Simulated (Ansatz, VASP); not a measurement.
Two plane-wave programs on AlN

```
CELL_PARAMETERS angstrom
0.00000 2.16111 2.16111
2.16111 0.00000 2.16111
2.16111 2.16111 0.00000
ATOMIC_POSITIONS crystal
Al 0.00000 0.00000 0.00000
N 0.75000 0.75000 0.75000
```

Alike in both runs: functional LDA; k mesh 10 × 10 × 10; no spin polarisation.

Ansatz relaxed the structure, and its values are those at the end. VASP's run is a single point on that final structure, the one shown.

|  | VASP | Ansatz |
| --- | --- | --- |
| version | VASP 6.6.1 | Ansatz 0.2.0 |
| potentials or method | VASP PAW LDA potentials, release 64 (Al, N) | scalar-relativistic, plane waves, PAW |
| plane-wave cutoff (eV) | 520 | 420 |
| occupations | gaussian, width 0.01 eV | fixed |
| valence electrons in the cell | 8 | 8 |

Ansatz gave:

```
gap on the k mesh at the Fermi level (eV) : 3.26
least direct gap on the mesh (eV)         : 4.51
pressure (GPa)                            : 3.0
```

Question: What did VASP give for the same quantities?

Answer: gap on the k mesh at the Fermi level (eV): 3.24; least direct gap on the mesh (eV): 4.52; pressure (GPa): 3.7.

A k mesh can miss the band edges. A hybrid or GW would open this gap; LDA tends to underestimate it.
